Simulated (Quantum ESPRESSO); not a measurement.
# GaN (P6_3mc) in Quantum ESPRESSO: a series of runs, part 3 of 4

Quantum ESPRESSO 7.5. Earlier steps stand in the parts before.

### 4 Phonons, PBE

The input, pw.in:

```
&CONTROL
  calculation = 'scf'
  prefix = 'pwscf'
  outdir = './tmp'
  pseudo_dir = './pseudo'
  tprnfor = .true.
  tstress = .true.
  disk_io = 'low'
/
&SYSTEM
  ibrav = 0
  celldm(1) = 8
  nat = 4
  ntyp = 2
  ecutwfc = 70
  ecutrho = 560
  nbnd = 26
  occupations = 'smearing'
  smearing = 'fd'
  degauss = 0.00367493
/
&ELECTRONS
  conv_thr = 8d-10
  electron_maxstep = 120
  mixing_beta = 0.5
/
ATOMIC_SPECIES
Ga    69.7230 Ga.pbe-dn-kjpaw_psl.1.0.0.UPF
N     14.0070 N.pbe-n-radius_5.UPF
CELL_PARAMETERS alat
  0.7511661345387   0.0000000000000   0.0000000000000
 -0.3755830672694   0.6505289549650   0.0000000000000
  0.0000000000000   0.0000000000000   1.2202906449771
ATOMIC_POSITIONS crystal
Ga     0.6666666667    0.3333333333    0.5000000000
Ga     0.3333333333    0.6666666667    0.0000000000
N      0.6666666667    0.3333333333    0.8750000000
N      0.3333333333    0.6666666667    0.3750000000
K_POINTS automatic
6 6 2 0 0 1
```

The input, relax.in:

```
&CONTROL
  calculation = 'relax'
  prefix = 'pwscf'
  outdir = './tmp'
  pseudo_dir = './pseudo'
  tprnfor = .true.
  tstress = .true.
  disk_io = 'low'
  nstep = 40
  forc_conv_thr = 0.0001
  etot_conv_thr = 1d-06
/
&SYSTEM
  ibrav = 0
  celldm(1) = 8
  nat = 4
  ntyp = 2
  ecutwfc = 70
  ecutrho = 560
  nbnd = 26
  occupations = 'smearing'
  smearing = 'fd'
  degauss = 0.00367493
/
&ELECTRONS
  conv_thr = 8d-10
  electron_maxstep = 120
  mixing_beta = 0.5
/
&IONS
  ion_dynamics = 'bfgs'
/
ATOMIC_SPECIES
Ga    69.7230 Ga.pbe-dn-kjpaw_psl.1.0.0.UPF
N     14.0070 N.pbe-n-radius_5.UPF
CELL_PARAMETERS alat
  0.7511661345387   0.0000000000000   0.0000000000000
 -0.3755830672694   0.6505289549650   0.0000000000000
  0.0000000000000   0.0000000000000   1.2202906449771
ATOMIC_POSITIONS crystal
Ga     0.6666666667    0.3333333333    0.5000000000
Ga     0.3333333333    0.6666666667    0.0000000000
N      0.6666666667    0.3333333333    0.8750000000
N      0.3333333333    0.6666666667    0.3750000000
K_POINTS automatic
6 6 2 0 0 1
```

The input, scf2.in:

```
&CONTROL
  calculation = 'scf'
  prefix = 'pwscf'
  outdir = './tmp'
  pseudo_dir = './pseudo'
  tprnfor = .true.
  tstress = .true.
  disk_io = 'low'
/
&SYSTEM
  ibrav = 0
  celldm(1) = 8
  nat = 4
  ntyp = 2
  ecutwfc = 70
  ecutrho = 560
  nbnd = 26
  occupations = 'fixed'
/
&ELECTRONS
  conv_thr = 1d-13
  electron_maxstep = 120
  mixing_beta = 0.5
  startingpot = 'file'
  startingwfc = 'file'
/
ATOMIC_SPECIES
Ga    69.7230 Ga.pbe-dn-kjpaw_psl.1.0.0.UPF
N     14.0070 N.pbe-n-radius_5.UPF
CELL_PARAMETERS alat
  0.7511661345340  -0.0000000000000   0.0000000000000
 -0.3755830672670   0.6505289549690   0.0000000000000
  0.0000000000000   0.0000000000000   1.2202906449771
ATOMIC_POSITIONS crystal
Ga     0.6666666666    0.3333333332    0.4989323882
Ga     0.3333333332    0.6666666666   -0.0010676118
N      0.6666666666    0.3333333332    0.8760676118
N      0.3333333332    0.6666666666    0.3760676118
K_POINTS automatic
6 6 2 0 0 1
```

The input, ph.in:

```
phonons of GaN
&INPUTPH
  prefix = 'pwscf'
  outdir = './tmp'
  tr2_ph = 1d-18
  fildyn = 'dyn'
  niter_ph = 90
  alpha_mix(1) = 0.7
  epsil = .true.
/
0.0000000000 0.0000000000 0.0000000000
```

The input, dynmat.in:

```
&INPUT
  fildyn = 'dyn'
  asr = 'crystal'
  lperm = .true.
  filout = 'dynmat.disp'
  fileig = 'dynmat.eig'
/
```

The input, dynmat_lo.in:

```
&INPUT
  fildyn = 'dyn'
  asr = 'crystal'
  filout = 'dynmat_lo.disp'
  fileig = 'dynmat_lo.eig'
  q(1) = 0
  q(2) = 0
  q(3) = 1
/
```

Potentials or basis: SSSP 1.3 efficiency PBE.

The run is started by

```bash
$ OMP_NUM_THREADS=1 mpirun -n 4 pw.x -nk 2 -in pw.in > pw.out
$ OMP_NUM_THREADS=1 mpirun -n 4 pw.x -nk 2 -in relax.in > relax.out
$ OMP_NUM_THREADS=1 mpirun -n 4 pw.x -nk 2 -in scf2.in > scf2.out
$ OMP_NUM_THREADS=1 mpirun -n 4 ph.x -nk 2 -in ph.in > ph.out
$ OMP_NUM_THREADS=1 mpirun -n 1 dynmat.x -in dynmat.in > dynmat.out
$ OMP_NUM_THREADS=1 mpirun -n 1 dynmat.x -in dynmat_lo.in > dynmat_lo.out
```

pw.out:

```text
This program is part of the open-source Quantum ESPRESSO suite
     for quantum simulation of materials; please cite
         "P. Giannozzi et al., J. Phys.:Condens. Matter 21 395502 (2009);
         "P. Giannozzi et al., J. Phys.:Condens. Matter 29 465901 (2017);
         "P. Giannozzi et al., J. Chem. Phys. 152 154105 (2020);
     in publications or presentations arising from this work. More details at

     file Ga.pbe-dn-kjpaw_psl.1.0.0.UPF: wavefunction(s)  4S renormalized
     Message from routine setup:
     using ibrav=0 with symmetry is DISCOURAGED, use correct ibrav instead

     K-points division:     npool     =       2
     Subspace diagonalization in iterative solution of the eigenvalue problem:
     a serial algorithm will be used

     --------------------
     sticks:   dense  smooth     PW     G-vecs:    dense   smooth      PW
     Min         696     345     99                34186    12070    1933
     Max         697     346    100                34191    12071    1942
     Sum        1393     691    199                68377    24141    3875

     Using Slab Decomposition

     bravais-lattice index     =            0
     lattice parameter (alat)  =       8.0000  a.u.
     unit-cell volume          =     305.3064 (a.u.)^3
     number of atoms/cell      =            4
     number of atomic types    =            2
     number of electrons       =        36.00
     number of Kohn-Sham states=           26
     kinetic-energy cutoff     =      70.0000  Ry
     charge density cutoff     =     560.0000  Ry
     scf convergence threshold =      8.0E-10
     mixing beta               =       0.5000
     number of iterations used =            8  plain     mixing
     Exchange-correlation= PBE
[... 225 lines left out ...]
    -3.3285  -3.2566  -3.2566  -2.5519   3.7957   8.3200   8.9571   8.9571
     9.7093   9.7093  13.0483  14.2936  18.7501  19.5105  19.8797  19.8797
    21.1217  21.1217
[... 10 lines left out ...]
    -5.3761  -5.1288  -3.5615  -3.5108  -3.4873  -3.4051  -3.3884  -3.3349
    -3.2940  -3.2438  -2.8246  -1.8012   3.8711   5.1494   6.1450   7.6698
     8.6677   8.8465  14.3368  15.6204  17.1187  18.1067  19.9296  20.9128
    20.9217  22.8542

          k = 0.0000-0.7686 0.2049 (  3022 PWs)   bands (ev):

    -5.2228  -5.0928  -3.5700  -3.5019  -3.4793  -3.3939  -3.3631  -3.2929
    -3.2550  -3.2332  -2.0543  -1.6651   3.1035   3.9682   6.5280   7.3168
     8.1429   8.5760  14.2146  14.9884  17.4932  17.7819  20.2449  20.7287
    20.8154  23.4243
[... 17 lines left out ...]
    -5.1124  -5.1124  -3.5687  -3.4523  -3.4523  -3.3863  -3.3220  -3.3220
    -3.3195  -3.3035  -1.5646  -1.5646   4.0134   4.0134   4.8291   6.6385
     7.6402   7.6402  15.7668  17.1416  17.1416  18.0918  19.1904  19.1904
    23.4977  23.4985

     the Fermi energy is    11.6017 ev

!    total energy              =    -596.36697586 Ry
     estimated scf accuracy    <          1.1E-10 Ry
     smearing contrib. (-TS)   =      -0.00000000 Ry
     internal energy E=F+TS    =    -596.36697586 Ry

     The total energy is F=E-TS. E is the sum of the following terms:
     one-electron contribution =    -180.24660188 Ry
     hartree contribution      =     129.81731249 Ry
     xc contribution           =     -87.91500143 Ry
     ewald contribution        =    -234.00694837 Ry
     one-center paw contrib.   =    -224.01573667 Ry

     convergence has been achieved in  21 iterations

     Forces acting on atoms (cartesian axes, Ry/au):

     atom    1 type  1   force =    -0.00000000   -0.00000000   -0.00542611
     atom    2 type  1   force =     0.00000000    0.00000000   -0.00542611
     atom    3 type  2   force =     0.00000000   -0.00000000    0.00542611
     atom    4 type  2   force =     0.00000000   -0.00000000    0.00542611

     Total force =     0.010852     Total SCF correction =     0.000000

     Computing stress (Cartesian axis) and pressure

          total   stress  (Ry/bohr**3)                   (kbar)     P=       68.29
   0.00041860   0.00000000   0.00000000           61.58        0.00        0.00
   0.00000000   0.00041860   0.00000000            0.00       61.58        0.00
  -0.00000000  -0.00000000   0.00055557           -0.00       -0.00       81.73

=------------------------------------------------------------------------------=
   JOB DONE.
=------------------------------------------------------------------------------=
```

scf2.out:

```text
This program is part of the open-source Quantum ESPRESSO suite
     for quantum simulation of materials; please cite
         "P. Giannozzi et al., J. Phys.:Condens. Matter 21 395502 (2009);
         "P. Giannozzi et al., J. Phys.:Condens. Matter 29 465901 (2017);
         "P. Giannozzi et al., J. Chem. Phys. 152 154105 (2020);
[... 215 lines left out ...]
   0.00000000   0.00044916   0.00000000            0.00       66.07        0.00
   0.00000000   0.00000000   0.00049379            0.00        0.00       72.64

=------------------------------------------------------------------------------=
   JOB DONE.
=------------------------------------------------------------------------------=
```

Run time: 20 min. Hardware: 4 MPI ranks of AMD EPYC (Zen 3), shared host; peak memory 0.64 GiB.

What came out:

- Free energy: -8113.9876 eV
- Pressure after relaxing: 6.8 GPa
- Electronic dielectric tensor (diagonal): 5.76, 5.76, 5.59
- Born charges (mean of the diagonal): Ga +2.68; N -2.70 e
- Highest phonon frequency at Γ, LO-TO splitting left out: 693 cm⁻¹
- Static dielectric tensor (diagonal): 9.99, 9.99, 10.55

Stress tensor (GPa, compression positive):
```
6.61 0.00 0.00
0.00 6.61 0.00
0.00 0.00 7.26
```

The path:
```csv
step,energy change (eV),largest force (eV/Å),pressure (GPa)
1,0.0000,0.1395,6.83
2,-0.0012,0.0659,6.82
3,-0.0015,0.0018,6.83
4,-0.0015,0.0001,6.83
```

Final structure:
```yaml
crystal:
  lattice:
    - [3.18000, 0.00000, 0.00000]
    - [-1.59000, 2.75396, 0.00000]
    - [0.00000, 0.00000, 5.16600]
  atoms:
    - { symbol: Ga, position: [0.66667, 0.33333, 0.49893] }
    - { symbol: Ga, position: [0.33333, 0.66667, 0.99893] }
    - { symbol: N, position: [0.66667, 0.33333, 0.87607] }
    - { symbol: N, position: [0.33333, 0.66667, 0.37607] }
```

Phonon frequencies in cm⁻¹ (negative: imaginary):
| q point | frequencies |
| --- | --- |
| (0.000, 0.000, 0.000) | -2 0 0 135 135 333 535 557 557 569 569 693 |

Electronic dielectric tensor:
```
5.76 0.00 0.00
0.00 5.76 0.00
0.00 0.00 5.59
```

Born effective charge tensors (e):
atom 1, Ga
```
2.63 0.00 0.00
0.00 2.63 0.00
0.00 0.00 2.77
```
atom 2, Ga
```
2.63 0.00 0.00
0.00 2.63 0.00
0.00 0.00 2.77
```
atom 3, N
```
-2.67  0.00  0.00
 0.00 -2.67  0.00
 0.00  0.00 -2.75
```
atom 4, N
```
-2.67  0.00  0.00
 0.00 -2.67  0.00
 0.00  0.00 -2.75
```

Optical modes at Γ, degenerate ones joined, polar ones without the macroscopic field:
| cm⁻¹ | components | symmetry | active in | IR intensity, summed ((D/Å)²/amu) |
| --- | --- | --- | --- | --- |
| 135 | 2 | E2 | Raman | 0.00 |
| 333 | 1 | B1 | silent | 0.00 |
| 535 | 1 | A1 | IR and Raman | 30.14 |
| 557 | 2 | E1 | IR and Raman | 55.71 |
| 569 | 2 | E2 | Raman | 0.00 |
| 693 | 1 | B1 | silent | 0.00 |

Zone-centre frequencies without and with the macroscopic field along z (cm⁻¹):
```
                      optical modes in rising order
       without  135 135 333 535 557 557 569 569 693
with the field  135 135 333 557 557 569 569 693 735
```

Static dielectric tensor, electrons and zone-centre modes:
```
 9.99  0.00  0.00
 0.00  9.99  0.00
 0.00  0.00 10.55
```

Caveat: the k mesh is coarse (spacing up to 0.61 Å⁻¹), so the values aren't converged; the mesh is thin for the dielectric tensor, Born charges and intensities, which usually come out too large; the cell is more than 3 GPa from zero pressure, which shifts response properties.

(Continued in part 4 of 4.)
